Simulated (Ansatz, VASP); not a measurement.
**Two plane-wave programs on SnTe**

```
CELL_PARAMETERS angstrom
0.00000 3.15085 3.15085
3.15085 0.00000 3.15085
3.15085 3.15085 0.00000
ATOMIC_POSITIONS crystal
Te 0.50000 0.50000 0.50000
Sn 0.00000 0.00000 0.00000
```

Alike in both runs: task single point; functional PBE; k mesh 7 × 7 × 7; occupations gaussian, width 0.03 eV; no spin polarisation.

|  | VASP | Ansatz |
| --- | --- | --- |
| version | VASP 6.6.1 | Ansatz 0.2.0 |
| potentials or method | VASP PAW PBE potentials, release 64 (Te, Sn_d) | Ansatz PAW |
| plane-wave cutoff (eV) | 520 | 420 |
| valence electrons in the cell | 20 | 30 |

```csv
,VASP,Ansatz,Ansatz less VASP
gap on the k mesh at the Fermi level (eV),0.66,0.66,+0.001
least direct gap on the mesh (eV),0.66,0.66,+0.001
pressure (GPa),2.2,2.2,+0.06
```

The functional is the same, so the differences come from potentials, cutoffs and numerics. The two sets of potentials don't hold the same shells in valence.

Spin-orbit coupling is left out, which matters for the levels of Te.
